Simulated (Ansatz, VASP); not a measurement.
## FeSi: VASP beside Ansatz

INCAR

```
PREC = Accurate
ENCUT = 520
EDIFF = 1E-6
ISMEAR = 0
SIGMA = 0.05
LREAL = False
LASPH = True
NELM = 60
ALGO = Normal
ISIF = 2
LWAVE = False
LCHARG = True
GGA = CA
LELF = True
LVHAR = True
NBANDS = 13
```

The input KPOINTS:

```
regular mesh
0
Gamma
  16 16 16
```

POSCAR

```
FeSi
1.0
    2.6724749263      0.0000000000      0.0000000000
    0.0000000000      2.6724749263      0.0000000000
    0.0000000000      0.0000000000      2.6724749263
Fe Si
1 1
Direct
    0.5000000000      0.5000000000      0.5000000000
    0.0000000000      0.0000000000      0.0000000000
```

Input for Ansatz:

```yaml
crystal:
  lattice:
    - [2.6724749263, 0.0, 0.0]
    - [0.0, 2.6724749263, 0.0]
    - [0.0, 0.0, 2.6724749263]
  atoms:
    - { symbol: Fe, position: [0.5, 0.5, 0.5] }
    - { symbol: Si, position: [0.0, 0.0, 0.0] }
basis:
  ecutwfc: 420
  ecutrho_ratio: 4
kpoints:
  mp_grid: { grid: [16, 16, 16] }
hamiltonian:
  xc: lda
scf:
  occupations: { method: gaussian, width: 0.05 }
output:
  forces: true
  stress: true
  eigenvalues: true
```

Alike in both runs: task single point; functional LDA; k mesh 16 × 16 × 16; occupations gaussian, width 0.05 eV; no spin polarisation.

|  | VASP | Ansatz |
| --- | --- | --- |
| version | VASP 6.6.1 | Ansatz 0.2.0 |
| potentials or method | VASP PAW LDA potentials, release 64 (Fe, Si) | scalar-relativistic, plane waves, PAW |
| plane-wave cutoff (eV) | 520 | 420 |
| valence electrons in the cell | 12 | 20 |

Ansatz gave:

```
gap on the k mesh at the Fermi level (eV) : none
pressure (GPa)                            : 11.9
```

Q: Which values does VASP return?

A: gap on the k mesh at the Fermi level (eV): none; pressure (GPa): 13.2.

A gap of «none» marks a metal or a gap that the smearing closes. The two sets of potentials don't hold the same shells in valence.

Spin polarisation is off, so any magnetic state and its effect on volume and gap are missing.
